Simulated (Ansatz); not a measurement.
Si, space group Fd-3m, a phonon calculation by linear response

Program: Ansatz 0.2.0, Python API.

Notebook, run cell by cell (the value of a cell's last expression is shown):

In [1]:
```python
from pathlib import Path

import ansatz as az
import numpy as np

vectors = np.array([
    [0.0, 2.71356, 2.71356],
    [2.71356, 0.0, 2.71356],
    [2.71356, 2.71356, 0.0],
])
crystal = (
    az.Lattice.of(vectors)
    .atom("Si", [0.75, 0.75, 0.75])
    .atom("Si", [0.5, 0.5, 0.5])
)
```

In [2]:
```python
calc = (
    crystal.calculation()
    .functional("pbesol")
    .pseudopotentials("paw")
    .basis(550)  # plane waves up to this kinetic energy
    .occupations("fermi_dirac", width=0.02)  # the run then minimises F = E - TS
    .kpoints(6, 6, 6)  # the mesh must be finer for metals
    .phonons("dfpt", points=[(0, 0, 0), (0.5, 0.5, 0.5), (0.5, 0.5, 0)])
)
result = calc.run(threads=1, backend="cpu", runs_dir="runs")
ph = result.phonons
```
```text
RunWarning: eigensolver did not converge (k=2): 1 band(s) unlocked after 20 sweeps at ethr=1.00e-12 eV (lowest unlocked band 7, counted from 0; max residual 3.58e-5 eV among the unlocked bands, 3.58e-5 eV over every band); it also stands for any lines of this kind, at other spin channels or k-points, that are folded [...]
```

In [3]:
```python
for q in ph.qpoints:
    print("q =", np.round(q.q_frac, 3), "1/cm:", " ".join(f"{w:.1f}" for w in q.omega_inv_cm))
```
```text
q = [0. 0. 0.] 1/cm: -0.0 -0.0 -0.0 512.1 512.1 512.1
q = [0.5 0.5 0.5] 1/cm: 101.6 101.6 371.0 409.7 487.5 487.5
q = [0.5 0.5 0. ] 1/cm: 131.6 131.6 405.7 405.7 458.8 458.8
```

Caveats:
- The cell isn't relaxed first, so the values belong to this volume.
- Of the deposited cell: the entry's cell lengths or inner coordinates differ somewhat from later room-temperature determinations.
- Warnings are shown shortened and without file and line.
- The structure is taken as given; imaginary modes can come from an unrelaxed or unstable start.
- Wall time of the script: 5.8 s on 1 thread of Intel(R) Xeon(R) 6975P-C (Granite Rapids), with other jobs on the host, peak memory 0.56 GiB.
